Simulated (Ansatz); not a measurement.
Cu3N, space group Pm-3m: an equation of state with a fit, run with the Ansatz DFT code, driven from Python.

`eos_cu3n.py`:
```python
"""Energy against volume for Cu3N, with a fit."""

import ansatz as az
import numpy as np

VECTORS = np.array([
    [3.807, 0.0, 0.0],
    [0.0, 3.807, 0.0],
    [0.0, 0.0, 3.807],
])
SITES = [
    ("Cu", [0.5, 0.0, 0.0]),
    ("Cu", [0.0, 0.5, 0.0]),
    ("Cu", [0.0, 0.0, 0.5]),
    ("N", [0.0, 0.0, 0.0]),
]


def build(cell):
    crystal = az.Crystal(lattice=az.Lattice.of(cell))
    for symbol, position in SITES:
        crystal = crystal.atom(symbol, position)
    return crystal


def main() -> None:
    # uniform scaling of the cell
    volumes, energies = [], []
    for scale in np.linspace(0.88, 1.12, 7):
        cell = VECTORS * scale ** (1 / 3)
        model = build(cell).calculation().functional("pbe").basis(470).occupations("Fermi-Dirac").kpoints(5, 5, 5)
        summary = model.run(threads=1).report
        volumes.append(abs(np.linalg.det(cell)) / len(SITES))
        energies.append(summary["free_energy_ev"] / len(SITES))
        print(f"V = {volumes[-1]:8.4f} A^3/atom  F = {energies[-1]:.5f} eV/atom")

    # third-order Birch-Murnaghan: a cubic in V^(-2/3)
    x = np.array(volumes) ** (-2 / 3)
    poly = np.polynomial.Polynomial.fit(x, energies, 3).convert()
    roots = poly.deriv().roots()
    x0 = min((r.real for r in roots if abs(r.imag) < 1e-9 and poly.deriv(2)(r.real) > 0), key=lambda r: abs(r - x.mean()))
    v0 = x0 ** -1.5
    b0 = 4 / 9 * poly.deriv(2)(x0) * v0 ** (-7 / 3) * 160.21766
    b1 = 4 + 2 / 3 * x0 * poly.deriv(3)(x0) / poly.deriv(2)(x0)
    print(f"V0 = {v0:.4f} A^3/atom, B0 = {b0:.1f} GPa, dB/dP = {b1:.2f}")


if __name__ == "__main__":
    main()
```

From its runs, with one value withheld:

| V (Å³/atom) | F less the lowest row shown (meV/atom) |
| --- | --- |
| 12.139 | 115.96 |
| 12.690 | 52.02 |
| 13.242 | 15.22 |
| 13.794 | 0.00 |
| 14.346 | 2.02 |
| 14.897 | ? |
| 15.449 | 44.36 |

What is the missing energy at 14.897 Å³ an atom?

A third-order Birch-Murnaghan fit, E = E0 + (9 V0 B0 / 16) [(t - 1)³ B' + (t - 1)² (6 - 4t)] with t = (V0/V)^(2/3), through the 6 rows shown gives V0 = 13.994 Å³, B0 = 116.2 GPa, B' = 4.73 and E0 = -1.05 meV. At V = 14.897 Å³, t = 0.95915, and the fit interpolates to 17.72 meV. The run gave 17.75 meV, a miss of 0.03 meV.

No spin polarisation was allowed. Of the deposited cell: the entry's cell lengths or inner coordinates differ somewhat from later room-temperature determinations. The structure is a deposited one; some such entries were measured under pressure or heat, so a shift against it needn't be the functional's error alone. The whole script took 8 s on 1 thread of Arm Neoverse V2, with other jobs on the host, peak memory 0.37 GiB.
